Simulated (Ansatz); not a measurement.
Input and command of a plane-wave DFT calculation in Ansatz:

```yaml
crystal:
  lattice:
    - [0.0, 2.732262, 2.96985]
    - [2.732262, 0.0, 2.96985]
    - [2.732262, 2.732262, 0.0]
  atoms:
    - { symbol: Pb, position: [0.0, 0.0, 0.0] }
    - { symbol: F, position: [0.25, 0.25, 0.25] }
    - { symbol: F, position: [0.75, 0.75, 0.75] }
basis:
  ecutwfc: 420
kpoints:
  mp_grid: { grid: [8, 8, 8] }
hamiltonian:
  xc: pbe
scf:
  occupations: { method: gaussian, width: 0.05 }
output:
  forces: true
  stress: true
  eigenvalues: true
  write_density: true
  write_potential: true
  elf: true
  volumetric_format: npy
```

```bash
ansatz run input.yaml --threads 1 --pin off --max-ram 2560MiB --backend cpu --events-out ev --progress --plain --runs-dir out
```

Processor: Arm Neoverse V1, 1 thread, on a host shared with other jobs.

Estimate time, memory and problem size.

About 3.4 s on 1 thread of Arm Neoverse V1, on a shared host, peak memory 0.32 GiB. It solves 18 bands at 59 k points (the mesh reduced by symmetry) with about 885 plane waves, in 6 SCF iterations.
